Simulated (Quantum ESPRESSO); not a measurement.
Crystal: Au.

```xyz
1
Lattice="0.0000 2.0350 2.0350 2.0350 0.0000 2.0350 2.0350 2.0350 0.0000" Properties=species:S:1:pos:R:3 pbc="T T T"
Au    0.0000    0.0000    0.0000
```

* Program: Quantum ESPRESSO 7.5
* Task: single point
* Functional: PBEsol
* Potentials or basis: GBRV 1.5 PBEsol
* Cutoff: 612 eV
* Density cutoff: 4898 eV
* k mesh: 11 × 11 × 11
* Occupations: fermi-dirac, width 0.05 eV
* Spin: no spin polarisation

On this cell: pressure 1.2 GPa; band gap on the k mesh none (metal or under the smearing width).

The same run follows on a disturbed copy (cell strained at random at fixed volume):

```
Au
1.0
     0.05952    2.03278    2.02390
     2.06284    0.03015    2.05328
     2.07413    2.07344    0.01886
Au
1
Direct
  0.99810 0.99583 0.01853
```

Question: What changes?

Answer: The energy (extrapolated to zero smearing) moves by +6.0 meV/atom; pressure 1.4 GPa; band gap on the k mesh none (metal or under the smearing width).

Stress tensor (GPa, compression positive):
```
 1.51 -2.01 -1.47
-2.01  1.35  0.23
-1.47  0.23  1.31
```
